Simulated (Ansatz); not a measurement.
# KBr: what symmetry allows forces and stress to be

```
K Br
1.0
     0.00000    3.29250    3.29250
     3.29250    0.00000    3.29250
     3.29250    3.29250    0.00000
K Br
1 1
Cartesian
  0.3750 0.0000 0.0000
  3.2925 3.2925 3.2925
```

Theory: DFT PBE, scalar-relativistic, plane waves, PAW in Ansatz.

Cutoff 420 eV; k points 6×6×6 on the computed 2-atom cell (Γ-centred); Gaussian smearing, width 0.02 eV; no spin polarisation.

This distorted cell has space group I4mm, with 8 operations.

Task: Without a calculation: in which directions can each atom feel a force?

Result: A force must be left unchanged by every operation that keeps its atom in place, so it lies in the space that those operations leave fixed. Atoms that the group maps onto each other feel forces of one size.
```
atom site symmetry operations at the site equivalent to atom allowed force (Cartesian)
  K1            4mm                       8                   1   along (1.00, 0.00, 0.00)
 Br2            4mm                       8                   2   along (1.00, 0.00, 0.00)
```

That leaves 2 independent force components of 6, tied by 1 condition that the forces sum to zero, so 1 remains. A relaxation in this cell that keeps the symmetry moves the atoms in these directions alone.

Task: And the stress tensor?

Result: It must be invariant under the point group, which leaves 2 independent components: yz, xz, xy vanish; yy = zz.

Task: Do the computed values obey this?

Result: Yes. Forces (eV/Å):
```
K1  -0.688  0.000  0.000
Br2  0.688  0.000  0.000
```

Stress (GPa, compression positive, xx yy zz yz xz xy): 3.89 0.63 0.63 0.00 0.00 0.00. The program imposes the same operations on density, forces and stress, so this confirms the analysis and is no independent test of the calculation.